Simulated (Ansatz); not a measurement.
A run of Ansatz 0.2.0 is set up as follows.

input.yaml

```yaml
crystal:
  lattice:
    - [-1.6, 1.6, 3.9305]
    - [1.6, -1.6, 3.9305]
    - [1.6, 1.6, -3.9305]
  atoms:
    - { symbol: Mo, position: [0.0, 0.0, 0.0] }
    - { symbol: Si, position: [0.667, 0.667, 0.0] }
    - { symbol: Si, position: [0.333, 0.333, 0.0] }
hamiltonian:
  xc: rpbe
  pseudopotentials: { kind: paw }
kpoints:
  mp_grid: { grid: [12, 12, 12] }
scf:
  occupations: { method: fermi_dirac, width: 0.05 }
output:
  forces: true
  stress: true
  write_density: true
  write_potential: true
  elf: true
  volumetric_format: npy
relax:
  f_tol: 0.01
  max_steps: 40
  cell: { stress_tol: 0.05 }
```

Potentials or basis: Ansatz PAW.

Command:

```bash
$ ansatz run input.yaml --threads 2 --pin off --max-ram 5632MiB --backend cpu --events-out ev --progress --plain --runs-dir out
```

Question: Predict the relaxed volume.

Answer: 13.75 Å³/atom.

Question: Predict the band gap on the k mesh.

Answer: None (metal or under the smearing width).

Question: What does it give for the space group after relaxing (to 0.05 Å)?

Answer: I4/mmm (No. 139).

Step by step:
```
step  energy change (eV)  largest force (eV/Å)  volume (Å³)
   1              0.0000                0.2523        40.25
   2             -0.0174                0.1066        41.46
   3             -0.0190                0.0452        41.28
   4             -0.0191                0.0118        41.24
   5             -0.0191                0.0002        41.25
   6             -0.0194                0.0002        41.25
```

Caveat: the plane-wave basis is chosen anew once the cell has moved, so the energies of steps on either side of that aren't comparable; the PAW data sets come from PBE, with cores solved anew for the run's functional, which leaves a small shift of forces and pressure. RPBE and its kin give volumes clearly too large for solids.
